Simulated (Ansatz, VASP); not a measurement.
# One calculation of Sn, two programs

Contents of POSCAR:

```
Sn
1.0
    0.0000000000      3.2333428000      3.2333428000
    3.2333428000      0.0000000000      3.2333428000
    3.2333428000      3.2333428000      0.0000000000
Sn
2
Direct
    0.7500000000      0.7500000000      0.7500000000
    0.5000000000      0.5000000000      0.5000000000
```

The input INCAR.step1:

```
SYSTEM = Sn
PREC = Accurate
ENCUT = 520
ISMEAR = -1
SIGMA = 0.05
LREAL = .False.
LASPH = .True.
NELM = 60
NBANDS = 21
GGA = PE
ALGO = Normal
EDIFF = 1E-4
LWAVE = .True.
LCHARG = .False.
```

Contents of INCAR.step2:

```
SYSTEM = Sn
PREC = Accurate
ENCUT = 520
EDIFF = 1E-6
ISMEAR = -1
SIGMA = 0.05
LREAL = .False.
LASPH = .True.
NELM = 60
ALGO = Normal
ISIF = 2
LWAVE = .False.
LCHARG = .False.
METAGGA = R2SCAN
LMIXTAU = .True.
IVDW = 12
VDW_S6 = 1.0
VDW_S8 = 0.78981345
VDW_A1 = 0.49484001
VDW_A2 = 5.73083694
NBANDS = 21
ISTART = 1
```

KPOINTS

```
regular mesh
0
Gamma
  7 7 7
  0 0 0
```

Contents of input.yaml:

```yaml
crystal:
  lattice:
    - [0.0, 3.2333428, 3.2333428]
    - [3.2333428, 0.0, 3.2333428]
    - [3.2333428, 3.2333428, 0.0]
  atoms:
    - { symbol: Sn, position: [0.75, 0.75, 0.75] }
    - { symbol: Sn, position: [0.5, 0.5, 0.5] }
hamiltonian:
  xc: r2scan
  pseudopotentials: { kind: paw }
  dispersion: d3bj
kpoints:
  mp_grid: { grid: [7, 7, 7] }
scf:
  occupations: { method: fermi_dirac, width: 0.05 }
output:
  forces: true
  stress: true
  eigenvalues: true
  write_density: true
  write_potential: true
  elf: true
  volumetric_format: npy
```

This isn't the form of Sn at room conditions, which is tetragonal (white tin).

Alike in both runs: task single point; functional r2SCAN; dispersion D3(BJ); k mesh 7 × 7 × 7; occupations fermi-dirac, width 0.05 eV; no spin polarisation.

```csv
,VASP,Ansatz
version,VASP 6.6.1,Ansatz 0.2.0
potentials or method,"VASP PAW PBE potentials, release 64 (Sn_d)",Ansatz PAW
plane-wave cutoff (eV),520,500
valence electrons in the cell,28,28
```

|  | VASP | Ansatz | Ansatz less VASP |
| --- | --- | --- | --- |
| gap on the k mesh at the Fermi level (eV) | none | none | - |
| pressure (GPa) | 1.5 | 1.5 | +0.04 |
| dispersion energy (meV/atom) | -147.8 | -147.9 | -0.10 |

A gap of «none» marks a metal or a gap that the smearing closes.

Caveats: pairwise dispersion overbinds metals, which lowers pressure and volume; the PAW data sets were made with another functional, which shifts forces and pressure a little (VASP); the PAW data sets come from PBE, with cores solved anew for the run's functional, which leaves a small shift of forces and pressure (Ansatz); the dispersion damping was fitted for another functional or another form of the correction (Ansatz).
